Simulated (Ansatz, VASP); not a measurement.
## One calculation of SiC (Moissanite), two programs

The input POSCAR:

```
SiC
1.0
    3.0760000000      0.0000000000      0.0000000000
   -1.5380000000      2.6638941420      0.0000000000
    0.0000000000      0.0000000000      5.0480000000
Si C
2 2
Direct
    0.6666666667      0.3333333333      0.5000000000
    0.3333333333      0.6666666667      0.0000000000
    0.6666666667      0.3333333333      0.8850000000
    0.3333333333      0.6666666667      0.3850000000
```

File INCAR.step1:

```
ALGO = Normal
EDIFF = 1E-5
ENCUT = 520
GGA = PE
ISIF = 2
ISMEAR = -1
LASPH = T
LCHARG = F
LREAL = F
LWAVE = T
NELM = 80
PREC = Accurate
SIGMA = 0.05
```

INCAR.step2

```
AEXX = 0.25
ALGO = Normal
EDIFF = 1E-7
ENCUT = 520
GGA = PS
HFRCUT = -1
ISIF = 2
ISMEAR = -1
ISTART = 1
LASPH = T
LCHARG = F
LHFCALC = T
LREAL = F
LWAVE = F
NELM = 80
PREC = Accurate
PRECFOCK = Fast
SIGMA = 0.05
```

Contents of KPOINTS:

```
k-points
0
Gamma
  5 5 3
```

File KPOINTS_OPT:

```
path GMKGALHA,LM,KH
8
line-mode
reciprocal
 0.0000000000  0.0000000000  0.0000000000  G
 0.5000000000  0.0000000000  0.0000000000  M

 0.5000000000  0.0000000000  0.0000000000  M
 0.3333333333  0.3333333333  0.0000000000  K

 0.3333333333  0.3333333333  0.0000000000  K
 0.0000000000  0.0000000000  0.0000000000  G

 0.0000000000  0.0000000000  0.0000000000  G
 0.0000000000  0.0000000000  0.5000000000  A

 0.0000000000  0.0000000000  0.5000000000  A
 0.5000000000  0.0000000000  0.5000000000  L

 0.5000000000  0.0000000000  0.5000000000  L
 0.3333333333  0.3333333333  0.5000000000  H

 0.3333333333  0.3333333333  0.5000000000  H
 0.0000000000  0.0000000000  0.5000000000  A

 0.5000000000  0.0000000000  0.5000000000  L
 0.5000000000  0.0000000000  0.0000000000  M

 0.3333333333  0.3333333333  0.0000000000  K
 0.3333333333  0.3333333333  0.5000000000  H
```

File input.yaml:

```yaml
crystal:
  lattice:
    - [3.076, 0.0, 0.0]
    - [-1.538, 2.663894142, 0.0]
    - [0.0, 0.0, 5.048]
  atoms:
    - { symbol: Si, position: [0.6666666667, 0.3333333333, 0.5] }
    - { symbol: Si, position: [0.3333333333, 0.6666666667, 0.0] }
    - { symbol: C, position: [0.6666666667, 0.3333333333, 0.885] }
    - { symbol: C, position: [0.3333333333, 0.6666666667, 0.385] }
hamiltonian:
  xc: { exchange: pbesol, correlation: pbesol, exx: { coeff: 0.25 } }
  pseudopotentials: { kind: paw }
kpoints:
  mp_grid: { grid: [5, 5, 3] }
  band_path:
    path:
      - [[0.0, 0.0, 0.0], [0.5, 0.0, 0.0], [0.3333333333, 0.3333333333, 0.0], [0.0, 0.0, 0.0], [0.0, 0.0, 0.5], [0.5, 0.0, 0.5], [0.3333333333, 0.3333333333, 0.5], [0.0, 0.0, 0.5]]
      - [[0.5, 0.0, 0.5], [0.5, 0.0, 0.0]]
      - [[0.3333333333, 0.3333333333, 0.0], [0.3333333333, 0.3333333333, 0.5]]
    npoints: 4
scf:
  occupations: { method: fermi_dirac, width: 0.05 }
  n_extra_bands: 10
output:
  forces: true
  stress: true
  eigenvalues: true
  fatbands: false
  write_density: true
  write_potential: true
  elf: true
  volumetric_format: npy
```

Alike in both runs: task band structure; functional PBEsol0; k mesh 5 × 5 × 3; occupations fermi-dirac, width 0.05 eV; no spin polarisation.

|  | VASP | Ansatz |
| --- | --- | --- |
| version | VASP 6.6.1 | Ansatz 0.2.0 |
| potentials or method | VASP PAW PBE potentials, release 64 (Si, C) | Ansatz PAW |
| plane-wave cutoff (eV) | 520 | 420 |
| valence electrons in the cell | 16 | 16 |

VASP gave:

| Quantity | Value |
| --- | --- |
| gap on the k mesh at the Fermi level (eV) | 4.42 |
| least direct gap on the mesh (eV) | 5.99 |
| gap along the band path (eV) | 3.79 |
| pressure (GPa) | -3.5 |
| largest component of the traceless stress (GPa) | 3.27 |
| rms of the force components (eV/Å) | 0.440 |

**Question.** What did Ansatz give for the same quantities?

**Answer.** gap on the k mesh at the Fermi level (eV): 4.41; least direct gap on the mesh (eV): 5.97; gap along the band path (eV): 3.78; pressure (GPa): -3.5; largest component of the traceless stress (GPa): 3.32; rms of the force components (eV/Å): 0.438.

Atom by atom the forces differ by 0.002 eV/Å (rms over components).

Caveats: the k mesh is coarse (spacing up to 0.47 Å⁻¹), so the values aren't converged, least of all with exact exchange; the PAW data sets were made with another functional, which shifts forces and pressure a little (VASP); the PAW data sets come from PBE, with cores solved anew for the run's functional, which leaves a small shift of forces and pressure (Ansatz); the thresholds are loose for stress (Ansatz).
